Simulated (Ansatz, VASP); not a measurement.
# Cross-check of InAs between VASP and Ansatz

Wanted: the spread between two codes on one cell, functional and k mesh. The cell is generated by rule, not measured, and may not be a known phase. The cell is taken from a series of VASP runs on this material, whose earlier steps may have relaxed, scaled or displaced it; both programs get it as it stands.

Program: Ansatz 0.2.0. Level of theory: plane waves, with VASP 6.6.1 beside it; single point at HSE06. Results are calculated unless marked as measured.

### 1. The starting structure

The structure is trigonal, space group R3m (No. 160). Conventional cell: a = 4.264 Å, b = 4.264 Å, c = 10.619 Å, α = 90.00°, β = 90.00°, γ = 120.00°. Nearest to In lie 4 As at 2.62 to 2.63 Å. As has 4 In at 2.62 to 2.63 Å nearest. Farther neighbours are not listed.

As a file:

```cif
data_structure
_symmetry_space_group_name_H-M 'P 1'
_symmetry_Int_Tables_number 1
_cell_length_a 4.3115
_cell_length_b 4.3115
_cell_length_c 4.3115
_cell_angle_alpha 59.275
_cell_angle_beta 59.275
_cell_angle_gamma 59.275
_cell_volume 55.74
loop_
_atom_site_label
_atom_site_type_symbol
_atom_site_fract_x
_atom_site_fract_y
_atom_site_fract_z
_atom_site_occupancy
In1 In 0.00096 0.00096 0.00096 1
As2 As 0.24904 0.24904 0.24904 1
```

### 2. Ansatz: single point, HSE06

Ansatz runs on its default PAW (the set named soft_2) files.

A single point gives forces, pressure and levels at one fixed geometry, so differences don't come from the geometry; what else differs is listed under the comparison.

input.yaml reads:

```yaml
crystal:
  lattice:
    - [0.033358196, 3.048629513, 3.048629513]
    - [3.048629513, 0.033358196, 3.048629513]
    - [3.048629513, 3.048629513, 0.033358196]
  atoms:
    - { symbol: In, position: [0.0009605597, 0.0009605597, 0.0009605597] }
    - { symbol: As, position: [0.2490394403, 0.2490394403, 0.2490394403] }
hamiltonian:
  xc: { exchange: pbe, correlation: pbe, exx: { coeff: 0.25, omega: 0.2 } }
  pseudopotentials: { kind: paw }
kpoints:
  mp_grid: { grid: [4, 4, 4] }
scf:
  occupations: { method: gaussian, width: 0.02 }
  n_extra_bands: 4
output:
  forces: true
  stress: true
  eigenvalues: true
  write_density: true
  write_potential: true
  elf: true
  volumetric_format: npy
```

On the command line:

```
$ ansatz run input.yaml --threads 4 --pin off --max-ram 9216MiB --backend cpu --events-out ev --progress --plain --runs-dir out
```

Numbers of over 12 decimals in the logs are rounded to 6 here.

The log of the run:

```text
Warning: output.stress: scf.convergence.dr2_threshold = 1e-7 eV (the SCF's general default) is looser than the 2e-10 eV advised for a printed stress (1e-10 eV for each atom of the cell: 2). What an SCF threshold leaves in a stress goes as its square root, and in the free energy as the threshold itself, and one threshold admits the most on a small cell: [figures from the program's tests cut] Set scf.convergence.dr2_threshold to 2e-10 eV or tighter. The threshold is an SCF's pass mark: one that does not reach it within its budget of iterations ends unconverged, or closes short of it on a stop that the run arms, and scf.convergence.dr2_threshold's page says what that costs each kind of run
Warning: output.stress: scf.exx.energy_threshold = 1e-6 eV is looser than the 2e-8 eV advised for a stress under a hybrid functional (1e-8 eV for each atom of the cell: 2). Every SCF of the exchange loop can meet its threshold on dr2 while the loop round them stops early: no threshold on dr2 bounds what that leaves in the stress. Set scf.exx.energy_threshold to 2e-8 eV or tighter. The threshold is the loop's pass mark: a loop that does not reach it within its budget of cycles ends unconverged, and scf.exx.energy_threshold's page has the law
scf.n_extra_bands = 4 over 14 filled bands (N_el = 28.0): the run solves 18 bands
Engine: ansatz 0.2.0, aarch64-unknown-linux-gnu
Pseudopotentials: kind: paw
Pseudopotential: In, paw, valence charge 13, recommended cutoff 420 eV (normal), In.paw.azcp
Pseudopotential: As, paw, valence charge 15, recommended cutoff 420 eV (normal), As.paw.azcp
Functional definition: unnamed
  parameter a_1 = 0.25
  parameter omega_1 = 0.2/angstrom
  exchange = pbe_x + (-a_1)*pbe_x_sr(omega_1) + a_1*exact_x_sr(omega_1)
  correlation = pbe_c
Crystal: 2 atoms, lattice volume = 55.739 Å³
Basis set: ecut = 420 eV, 1079 PW (Γ), exchange–correlation on 60×60×60 points (8 copies of the dense FFT grid, shifted against one another)
Bands: 18, of which v1, the nominal top of the filled ones, is band 14 counted from 1 (13 counted from 0)
Symmetry: 6 space group operations
Space group: R3m (ITA 160), of the structure as read, at distance tolerance 3.8e-5 Å
k-points: 13 of 64 (time reversal used)
Non-local potential: In, projectors of the file, l = 0: 2, l = 1: 2, l = 2: 2, l = 3: 2
Non-local potential: As, projectors of the file, l = 0: 2, l = 1: 2, l = 2: 3, l = 3: 1
PAW form: soft (Blöchl's): semilocal exchange-correlation on the pseudo side does not see the compensation charge
PAW frozen core: In, regenerated for the run's functional, and the local potential with it (the file was generated under x = pbe(κ = 0.804, μ = 0.219515), c = pbe(β = 0.066725))
PAW frozen core: As, regenerated for the run's functional, and the local potential with it (the file was generated under x = pbe(κ = 0.804, μ = 0.219515), c = pbe(β = 0.066725))
PAW one-centre angular grid: In, 590 points (default); XC on 64 Gauss nodes
PAW one-centre angular grid: As, 590 points (default); XC on 64 Gauss nodes
Initial density: superposition of atomic densities (neutral atoms: chi_scale 0, normalization atom), corrected by the library's trained network
Initial wavefunctions: pseudopotential atomic-orbital guess
Functional: x = pbe(κ = 0.804, μ = 0.219515), c = pbe(β = 0.066725), warm-up for x = pbe(κ = 0.804, μ = 0.219515) + 0.25 (exact − pbe) at short range (hse, ω = 0.2 Å⁻¹), c = pbe(β = 0.066725)
SCF iter   1: F=—  HF=-10454.299000 eV  |F-HF|=—  |Δ(HF+E_count)|=         —  Δρ=1.49e-3  dr2=2.22e-3  ethr=1.77e-3  ⟨swp⟩=6.7  Hψ=957  notcnv=0
preconditioner: auto → Kerker (q_TF=auto, 2.433 Å⁻¹)  [metal: Δε(μ)=0.000 eV  Ē_g=14.677 eV  σ=0.020 eV  W_gap=0.00  n_scr=14 (ndim 8)  ℏωp=21.1 eV  f_vac=0.109  D(μ)=1.76/eV (n_scr^D=14)]
SCF iter   2: F=—  HF=-10454.298712 eV  |F-HF|=—  |Δ(HF+E_count)|=   2.88e-4  Δρ=6.54e-4  dr2=4.89e-4  ethr=7.91e-6  ⟨swp⟩=4.3  Hψ=689  notcnv=0
SCF iter   3: F=—  HF=-10454.298625 eV  |F-HF|=—  |Δ(HF+E_count)|=   8.73e-5  Δρ=3.01e-4  dr2=1.11e-4  ethr=1.75e-6  ⟨swp⟩=2.9  Hψ=462  notcnv=0
SCF iter   4: F=—  HF=-10454.298616 eV  |F-HF|=—  |Δ(HF+E_count)|=   8.41e-6  Δρ=1.12e-4  dr2=1.16e-5  ethr=3.96e-7  ⟨swp⟩=4.1  Hψ=515  notcnv=0
SCF iter   5: F=—  HF=-10454.298624 eV  |F-HF|=—  |Δ(HF+E_count)|=   7.15e-6  Δρ=5.74e-5  dr2=3.80e-6  ethr=4.13e-8  ⟨swp⟩=4.0  Hψ=622  notcnv=0
iter 6 solved again at ethr=1.14e-9 eV; its pass at ethr=1.36e-8 eV (dr2=3.18e-7 eV) is discarded
SCF iter   6: F=—  HF=-10454.298627 eV  |F-HF|=—  |Δ(HF+E_count)|=   3.75e-6  Δρ=2.09e-5  dr2=3.16e-7  ethr=1.14e-9  ⟨swp⟩=3.0  Hψ=958  notcnv=0
SCF iter   7: F=—  HF=-10454.298628 eV  |F-HF|=—  |Δ(HF+E_count)|=   4.22e-7  Δρ=4.81e-6  dr2=1.55e-8  ethr=1.13e-9  ⟨swp⟩=3.2  Hψ=473  notcnv=0
SCF iter   8: F=—  HF=-10454.298628 eV  |F-HF|=—  |Δ(HF+E_count)|=   2.28e-8  Δρ=2.61e-6  dr2=3.68e-9  ethr=5.52e-11  ⟨swp⟩=4.0  Hψ=722  notcnv=0
SCF iter   9: F=-10454.298628 eV  HF=-10454.298628 eV  |F-HF|=5.82e-11  |Δ(HF+E_count)|=   1.43e-9  Δρ=1.04e-6  dr2=4.64e-10  ethr=1.31e-11  ⟨swp⟩=4.0  Hψ=605  notcnv=0
SCF 1 converged in 9 iterations: F = -10454.298628 eV  dr2 = 4.64e-10
  greatest PAW one-centre occupation: 0.999 electrons in one spin orbital (limit 2), on the As atom at site 1 (counted from 0), in its partial waves of l = 2
Initial density: handed on by an earlier stage of this run
Initial wavefunctions: those handed on with the density
Functional: x = pbe(κ = 0.804, μ = 0.219515) + 0.25 (exact − pbe) at short range (hse, ω = 0.2 Å⁻¹), c = pbe(β = 0.066725)
Exchange kernel: α = 0.2500, screened, ω = 0.2000 Å⁻¹, Wigner–Seitz truncation, v(0) = 1113.6278 eV·Å³, q-mesh 4×4×4, nearest image of the exchange supercell L = 17.06 Å, pair-density grid 18×18×18, without the augmentation charges, whose exchange is taken in its separable form by FFT convolution over the k-point mesh (sized by the pseudopotential files, 24×24×24 at the most), smooth part of the exact exchange by density-matrix convolution
Frozen-core exchange: fock
[...]
preconditioner: auto → none  [insulator: Δε(μ)=0.323 eV  Ē_g=16.669 eV  σ=0.020 eV  W_gap=1.00  n_scr=14 (ndim 8)  ℏωp=21.1 eV  f_vac=0.107  D(μ)=0.00/eV (n_scr^D=0)]
[...]
SCF 2 stopped early in 8 iterations: F = -10459.540735 eV  dr2 = 3.99e-7
  Residual-converged pass: ⟨swp⟩=3.0  Hψ=466  notcnv=0  max |occ|·‖R‖ = 6.3e-6 eV (tolerance 6.7e-6 eV)  dr2=3.99e-7  dr2_onsite=2.81e-8  max |Δocc| = 1.4e-74
hybrid outer 1: dexx = +1.278e-2 eV, tail = 6.62e-5 eV
Exchange kernel: α = 0.2500, screened, ω = 0.2000 Å⁻¹, Wigner–Seitz truncation, v(0) = 1113.6278 eV·Å³, q-mesh 4×4×4, nearest image of the exchange supercell L = 17.06 Å, pair-density grid 18×18×18, without the augmentation charges, whose exchange is taken in its separable form by FFT convolution over the k-point mesh (sized by the pseudopotential files, 24×24×24 at the most), smooth part of the exact exchange by density-matrix convolution
Frozen-core exchange: fock
[...]
preconditioner: auto → none  [insulator: Δε(μ)=0.504 eV  Ē_g=16.659 eV  σ=0.020 eV  W_gap=1.00  n_scr=14 (ndim 8)  ℏωp=21.1 eV  f_vac=0.107  D(μ)=0.00/eV (n_scr^D=0)]
SCF iter   2: F=—  HF=-10459.540923 eV  |F-HF|=—  |Δ(HF+E_count)|=   9.17e-7  Δρ=2.65e-5  dr2=2.39e-6  ethr=5.76e-9  ⟨swp⟩=4.0  Hψ=728  notcnv=0
SCF iter   3: F=—  HF=-10459.540923 eV  |F-HF|=—  |Δ(HF+E_count)|=   6.89e-8  Δρ=5.70e-6  dr2=2.21e-6  ethr=6.97e-10  ⟨swp⟩=3.0  Hψ=521  notcnv=0
SCF iter   4: F=—  HF=-10459.540961 eV  |F-HF|=—  |Δ(HF+E_count)|=   3.76e-5  Δρ=2.15e-5  dr2=4.04e-7  ethr=4.93e-11  ⟨swp⟩=5.5  Hψ=1032  notcnv=0
SCF iter   5: F=—  HF=-10459.540961 eV  |F-HF|=—  |Δ(HF+E_count)|=   1.36e-7  Δρ=5.15e-6  dr2=4.05e-8  ethr=4.93e-11  ⟨swp⟩=4.6  Hψ=621  notcnv=0
SCF iter   6: F=—  HF=-10459.540961 eV  |F-HF|=—  |Δ(HF+E_count)|=   2.86e-9  Δρ=6.54e-7  dr2=3.32e-8  ethr=2.58e-11  ⟨swp⟩=3.0  Hψ=506  notcnv=0
SCF iter   7: F=—  HF=-10459.540961 eV  |F-HF|=—  |Δ(HF+E_count)|=   1.88e-7  Δρ=3.80e-6  dr2=1.12e-8  ethr=1.00e-12  ⟨swp⟩=5.1  Hψ=936  notcnv=0
SCF iter   8: F=—  HF=-10459.540961 eV  |F-HF|=—  |Δ(HF+E_count)|=   3.53e-9  Δρ=3.37e-7  dr2=1.26e-9  ethr=1.00e-12  ⟨swp⟩=4.8  Hψ=737  notcnv=0
Mixer restart at iter 8: flushing history
SCF iter   9: F=—  HF=-10459.540961 eV  |F-HF|=—  |Δ(HF+E_count)|=   5.72e-9  Δρ=8.30e-7  dr2=4.58e-10  ethr=1.00e-12  ⟨swp⟩=4.2  Hψ=648  notcnv=0
SCF iter  10: F=-10459.540961 eV  HF=-10459.540961 eV  |F-HF|=2.36e-11  |Δ(HF+E_count)|=  1.93e-10  Δρ=3.19e-7  dr2=4.47e-11  ethr=1.00e-12  ⟨swp⟩=3.2  Hψ=532  notcnv=0
SCF 3 converged in 10 iterations: F = -10459.540961 eV  dr2 = 4.47e-11
  Residual-converged pass: ⟨swp⟩=2.9  Hψ=579  notcnv=0  max |occ|·‖R‖ = 2.7e-7 eV (tolerance 2.7e-7 eV)  dr2=4.60e-11  dr2_onsite=4.17e-12  max |Δocc| = 4.5e-78
hybrid outer 2: dexx = +6.775e-7 eV, tail = 1.70e-8 eV, Δε = 1.99e-3 eV (about 6.18e-5 eV left of the loop's levels), ΔF = 4.85e-4 eV/Å (tail 2.11e-4)
hybrid SCF converged: 2 outer / 18 inner (+9 warm-up), last move |dexx| = 6.78e-7 eV, tail = 1.70e-8 eV
Stability not checked: this state was not tested for a lower state beside it, because the functional holds exact exchange (a hybrid, or Hartree-Fock), whose exchange loop this test does not read (fock_operator; see scf.lower_state_search)
Free energy (F): -10459.540961 eV
Frozen-core exchange: fock
Harris-Foulkes:  -10459.540961 eV  (|F-HF|=2.36e-11)
Internal energy: -10459.540961 eV  (E = F + TS)
E sigma→0 (E₀):  -10459.540961 eV
Fermi energy:    7.647786 eV
--- Per-component energies (eV) ---
  E_band       = -380.133837
  E_kinetic    = 346.593849
  E_local      = -3289.184149  (includes V_loc(G=0)·N_el)
  E_nonlocal   = -303.384451
  E_hartree    = 1593.749448
  E_xc         = -234.294048
  E_vxc        = -142.498810  (∫ρ·V_xc dr)
  E_exx        = -94.056787  (= α·E_x^exact, valence–valence)
  E_paw        = -5962.388701  (= ΣΔE_a)
  E_vpaw       = 8.953768  (= ΣTr[D̂ρ^β])
  E_aug_tail   = 0.000035  (compensation charges beyond the density's cutoff)
  E_ewald      = -2516.328903
  E_core_change = -0.247254  (= ΣΔE_core)
  E_smearing   = -0.000000  (= −TS)
  E_closure    = 0.000000  (closes the sum)
  Σ components = -10459.540961   (vs F -10459.540961, Δ=0.00e0)
--- Forces (eV/Å), atoms counted from 1 ---
  atom   1  In    -0.00940370    -0.00940370    -0.00940370
  atom   2  As     0.00940616     0.00940616     0.00940616
  max |Σ_I F_I| component: 2.46e-6 eV/Å
--- Stress (GPa, compression-positive) ---
        1.471130      -0.424978      -0.424978
       -0.424978       1.471130      -0.424978
       -0.424978      -0.424978       1.471130
  P = ⅓ Tr σ = 1.4711 GPa (14.711 kbar)
--- Band table (eV; the first three rows and the last of 13) ---
  k-point 0: bands = [... 10 lower, -5.5939, 7.2708, 7.3949, 7.3949, 7.9001, 11.9281, 12.0899, 12.0899]
  k-point 1: bands = [... 10 lower, -4.9392, 3.4932, 6.6829, 6.7743, 9.2868, 12.7253, 12.8133, 13.4022]
  k-point 2: bands = [... 10 lower, -3.9862, 1.1533, 6.2319, 6.3089, 8.9715, 12.7790, 12.8086, 15.0557]
  k-point 12: bands = [... 10 lower, -4.0569, 1.0938, 6.3622, 6.3622, 9.1701, 12.9035, 12.9035, 15.1234]
```

The job ended after 18 s (4 threads of Arm Neoverse N1, shared host; peak memory 0.84 GiB; 61 s of CPU time).

In the SCF lines HF is the Harris–Foulkes energy and dr2 the Hartree energy of the density residual, in eV; the loop may stop once dr2 is under the threshold and the program's other checks hold. Hψ counts applications of the Hamiltonian.

The run ends at a pressure of 1.47 GPa, with forces up to 0.016 eV/Å.

[end of part 1 of 2]

[Lines on the potential files, build, host, timing and source positions are cut from VASP's logs without a mark.]

[Logs are printed without paths, hosts, clocks, repeated set-up lines and the standing remarks that a program may print on its own settings, such as how far it seeks lower states.]

[Hosts, paths, dates, database ids (printed as entryN), source tags and the programs' standing remarks are cut or masked in the printed files.]
